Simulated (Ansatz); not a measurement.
# CuO: how the free axis answers a strain

CuO, Cccm, a = 4.183 Å, b = 4.200 Å, c = 5.173 Å. This isn't the usual stable structure of the compound. Ansatz: PBE+U, PAW, 420 eV, Γ-centred 8×8×8 mesh on 8 atoms, Gaussian smearing 0.10 eV; U_eff Cu 4.00 eV; no spin polarisation. Series: biaxial strain in the a-b plane, c and atoms relaxed; x is the strain in per cent. The axes a, b, c are those of the computed cell (4.200, 4.183, 5.173 Å), along [0 1 0], [1 0 0], [0 0 -1] of the cell named above. y is the change of c in per cent of 5.173 Å.

```
x (%) y (%)
 -4.5   3.55
 -3.0      ?
 -1.5   1.14
  0.0   0.00
  1.5  -1.08
  3.0  -2.11
  4.5  -3.09
```

**Question.** Fit y = c1 x + c2 x² to the other rows, say what c1 measures, and predict the missing y.

**Answer.** Least squares on the rows shown. y = −0.7379 x + 0.01140 x². With no stress along c, c1 = −(C13 + C23)/C33 = -0.738. At x = -3.0 the fit asked for gives 2.32 %. The run gave 2.32 %, the same to the digits shown.

Spin polarisation was left out, and a magnetic state may lie lower.